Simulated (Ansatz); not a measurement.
# How settings move the G0W0 gap of KI (Fm-3m)

A 2-atom cell of KI started from a crystallographic database, relaxed with r2SCAN; one-shot G0W0 in Ansatz without spin-orbit coupling. (Simulation; spin polarisation is off.)

```
K I
1.0
     0.00000    3.54457    3.54457
     3.54457    0.00000    3.54457
     3.54457    3.54457    0.00000
K I
1 1
Direct
  0.00000 0.00000 0.00000
  0.50000 0.50000 0.50000
```

Gaps are read over the mesh points alone. G0W0 here is at a finite number of bands, screening cutoff and k mesh, not at the basis limit.
```json
{"start": "PBE", "potentials": "PAW", "frequency model": "contour deformation", "mesh": "4×4×4", "empty bands": "202", "screening cutoff (eV)": "100", "Kohn-Sham gap (eV)": "3.94", "G0W0 gap (eV)": "6.02"}
{"start": "PBE", "potentials": "PAW", "frequency model": "contour deformation", "mesh": "4×4×4", "empty bands": "488", "screening cutoff (eV)": "180", "Kohn-Sham gap (eV)": "3.94", "G0W0 gap (eV)": "6.12"}
{"start": "PBE", "potentials": "PAW", "frequency model": "contour deformation", "mesh": "4×4×4", "empty bands": "947", "screening cutoff (eV)": "260", "Kohn-Sham gap (eV)": "3.94", "G0W0 gap (eV)": "6.14"}
{"start": "HSE06", "potentials": "PAW", "frequency model": "contour deformation", "mesh": "4×4×4", "empty bands": "488", "screening cutoff (eV)": "180", "Kohn-Sham gap (eV)": "4.94", "G0W0 gap (eV)": "6.60"}
{"start": "r2SCAN", "potentials": "PAW", "frequency model": "contour deformation", "mesh": "4×4×4", "empty bands": "488", "screening cutoff (eV)": "180", "Kohn-Sham gap (eV)": "4.58", "G0W0 gap (eV)": "6.46"}
{"start": "PBE0", "potentials": "PAW", "frequency model": "contour deformation", "mesh": "4×4×4", "empty bands": "488", "screening cutoff (eV)": "180", "Kohn-Sham gap (eV)": "5.63", "G0W0 gap (eV)": "6.82"}
{"start": "PBE", "potentials": "PAW", "frequency model": "Godby-Needs pole", "mesh": "4×4×4", "empty bands": "488", "screening cutoff (eV)": "180", "Kohn-Sham gap (eV)": "3.94", "G0W0 gap (eV)": "6.12"}
{"start": "PBE", "potentials": "PAW", "frequency model": "contour deformation", "mesh": "6×6×6", "empty bands": "144", "screening cutoff (eV)": "80", "Kohn-Sham gap (eV)": "3.94", "G0W0 gap (eV)": "5.94"}
{"start": "PBE", "potentials": "norm-conserving", "frequency model": "contour deformation", "mesh": "4×4×4", "empty bands": "488", "screening cutoff (eV)": "180", "Kohn-Sham gap (eV)": "3.94", "G0W0 gap (eV)": "6.01"}
```

The quasiparticle gap on this mesh is 6.14 eV (direct at Γ), against 3.94 eV from PBE: +2.20 eV. Renormalisation factors Z lie between 0.79 and 0.85.

Raising bands and cutoff together moves the gap by +0.10 eV (100 to 180 eV), then +0.02 eV (180 to 260 eV); the last step is small, which bounds nothing strictly. Starting from HSE06 (4.94 eV against PBE's 3.94 eV) gives 6.60 eV, +0.48 eV from G0W0@PBE at the same screening cutoff. Starting from r2SCAN (4.58 eV against PBE's 3.94 eV) gives 6.46 eV, +0.34 eV from G0W0@PBE at the same screening cutoff. Starting from PBE0 (5.63 eV against PBE's 3.94 eV) gives 6.82 eV, +0.70 eV from G0W0@PBE at the same screening cutoff. The Godby-Needs plasmon pole differs from contour deformation by 0.00 eV. Norm-conserving potentials (wave cutoff 952 eV against 420 eV) shift the quasiparticle gap by -0.11 eV and the PBE gap by 0.00 eV. r2SCAN runs take a wave cutoff of 500 eV.
